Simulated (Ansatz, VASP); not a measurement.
This is a calculation of KCl (Sylvite) for VASP 6.6.1.

INCAR

```
PREC = Accurate
ENCUT = 520
EDIFF = 1E-7
ISMEAR = -1
SIGMA = 0.05
LREAL = False
LASPH = True
NELM = 100
ALGO = Normal
ISIF = 2
LWAVE = False
LCHARG = False
GGA = PS
NBANDS = 15
```

File KPOINTS:

```
regular mesh
0
Gamma
  7 7 7
```

POSCAR

```
KCl
1.0
    0.0000000000      3.2081811574      3.2081811574
    3.2081811574      0.0000000000      3.2081811574
    3.2081811574      3.2081811574      0.0000000000
K Cl
1 1
Direct
    0.0000000000      0.0000000000      0.0000000000
    0.5000000000      0.5000000000      0.5000000000
```

Potentials or basis: VASP PAW PBE potentials, release 64 (K_sv, Cl).

The run is started by

```console
$ cat potpaw_PBE.64/K_sv/POTCAR potpaw_PBE.64/Cl/POTCAR > POTCAR
$ mpirun -np 1 vasp_std > vasp.out
```

**Question.** Translate it to Ansatz 0.2.0. Potentials there: Ansatz PAW.

**Answer.** As run (the cutoff follows the program's own potentials):

The input input.yaml:

```yaml
crystal:
  lattice:
    - [0.0, 3.2081811574, 3.2081811574]
    - [3.2081811574, 0.0, 3.2081811574]
    - [3.2081811574, 3.2081811574, 0.0]
  atoms:
    - { symbol: K, position: [0.0, 0.0, 0.0] }
    - { symbol: Cl, position: [0.5, 0.5, 0.5] }
hamiltonian:
  xc: pbesol
  pseudopotentials: { kind: paw }
kpoints:
  mp_grid: { grid: [7, 7, 7] }
scf:
  occupations: { method: fermi_dirac, width: 0.05 }
output:
  forces: true
  stress: true
  eigenvalues: true
```

Potentials or basis: Ansatz PAW.

The run is started by

```sh
$ ansatz run input.yaml --threads 2 --pin off --max-ram 5632MiB --backend cpu --events-out ev --progress --plain --runs-dir out
```

Both were run:

|  | VASP | Ansatz | Ansatz less VASP |
| --- | --- | --- | --- |
| gap on the k mesh at the Fermi level (eV) | 4.85 | 4.85 | +0.003 |
| least direct gap on the mesh (eV) | 4.85 | 4.85 | +0.003 |
| pressure (GPa) | -1.2 | -1.2 | -0.02 |

Caveats: the PAW data sets were made with another functional, which shifts forces and pressure a little (VASP); an odd mesh through Γ misses points on the zone boundary, where band edges often lie (VASP); odd divisions of the mesh miss points on the zone boundary, where band edges often lie, so the gap on the mesh can be too wide (Ansatz); the PAW data sets come from PBE, with cores solved anew for the run's functional, which leaves a small shift of forces and pressure (Ansatz).
